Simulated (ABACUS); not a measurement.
Al: relaxation of cell and atoms with WC

Crystal: Al.

```
CELL_PARAMETERS angstrom
2.86351 0.00000 0.00000
1.43175 2.47987 0.00000
1.43175 0.82662 2.33804
ATOMIC_POSITIONS crystal
Al 0.00000 0.00000 0.00000
```

```json
{
 "Program": "ABACUS 3.10.1",
 "Task": "relaxation of cell and atoms",
 "Functional": "WC",
 "Potentials or basis": "SG15 ONCV 1.2 PBE",
 "Cutoff": "816 eV",
 "Density cutoff": "3265 eV",
 "Basis": "plane waves",
 "k mesh": "9 × 9 × 9",
 "Occupations": "fermi-dirac, width 0.05 eV",
 "Spin": "no spin polarisation",
 "Optimiser": "ASE BFGS",
 "Force threshold": "0.02 eV/Å",
 "Max steps": "60",
 "Cell moves": "yes",
 "Radial cutoff of the potentials (pseudo_rcut)": "10 bohr",
 "SCF threshold on the density": "1e-08",
 "Max SCF steps": "100",
 "Eigensolver": "dav",
 "Mixing": "broyden",
 "Mixing share": "0.7",
 "Symmetry key": "1",
 "Bands": "10"
}
```

The relaxed volume is 16.12 Å³/atom. The relaxed cell is a = 2.836 Å, b = 2.836 Å, c = 2.836 Å, α = 60.00°, β = 60.00°, γ = 60.00° and the space group after relaxing (to 0.05 Å) is Fm-3m (No. 225). The energy gained by relaxing is -0.7 meV/atom and the ionic steps are 3. The pressure after relaxing is 0.0 GPa and the band gap on the k mesh is none (metal or under the smearing width).

The path:
```csv
step,energy change (eV),largest force (eV/Å),pressure (GPa),volume (Å³)
1,0.0000,0.0000,-2.41,16.60
2,-0.0007,0.0000,-1.54,16.43
3,0.0007,0.0000,-0.04,16.12
```

Final structure:
```
Al
1.0
     2.83568    0.00000    0.00000
     1.41784    2.45577    0.00000
     1.41784    0.81859    2.31533
Al
1
Direct
  0.00000 0.00000 0.00000
```

Levels at points of the mesh, in eV from the Fermi level:
```csv
k point,band 5,band 6,band 7,band 8
"(0.00, 0.00, 0.00)",-11.28,12.90,12.90,12.90
```

It took 4.5 s on 4 MPI ranks on Intel(R) Xeon(R) Platinum 8488C (Sapphire Rapids) (shared host), peak memory 0.36 GiB a rank.

Caveat: the potentials were made for another functional, which shifts forces and pressure.
